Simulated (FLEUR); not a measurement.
Crystal: Ge.

```
Ge
1.0
    -2.57449    2.57449    1.39741
     2.57449   -2.57449    1.39741
     2.57449    2.57449   -1.39741
Ge
2
Direct
  0.50000 0.50000 0.00000
  0.25000 0.75000 0.50000
```

This isn't the form of Ge at room conditions, which is diamond.

```yaml
Program: FLEUR MaX-R8.1 (later development tree)
Task: single point
Functional: PBE
Potentials_or_basis: all-electron
Basis: FLAPW
Kmax: 4.34 1/bohr
k_mesh: 11 × 11 × 11
Occupations: fermi-dirac, width 0.05 eV
Spin: no spin polarisation
Gmax: 13.4 1/bohr
Muffin-tin_radii: Ge 2.26 bohr
lmax: Ge 9
Local_orbitals_a_species: Ge 6
Max_iterations: 60
Mixing_factor: 0.05
Mixer: Anderson
Mixer_history: 15
Density_convergence: 1e-05 me/bohr^3
```

On this cell: largest force under 0.003 eV/Å; band gap on the k mesh none (metal or under the smearing width).

The same run follows on a disturbed copy (atoms moved at random, drawn with an rms of 0.05 Å):

```
CELL_PARAMETERS angstrom
-2.57449 2.57449 1.39741
2.57449 -2.57449 1.39741
2.57449 2.57449 -1.39741
ATOMIC_POSITIONS crystal
Ge 0.47893 0.47435 0.99328
Ge 0.24504 0.74252 0.50691
```

What changes?

The energy (extrapolated to zero smearing) moves by +2.5 meV/atom; largest force 0.196 eV/Å; band gap on the k mesh none (metal or under the smearing width).

Forces on the atoms (eV/Å):
```
Ge   0.164  0.105  0.021
Ge  -0.164 -0.105 -0.021
```
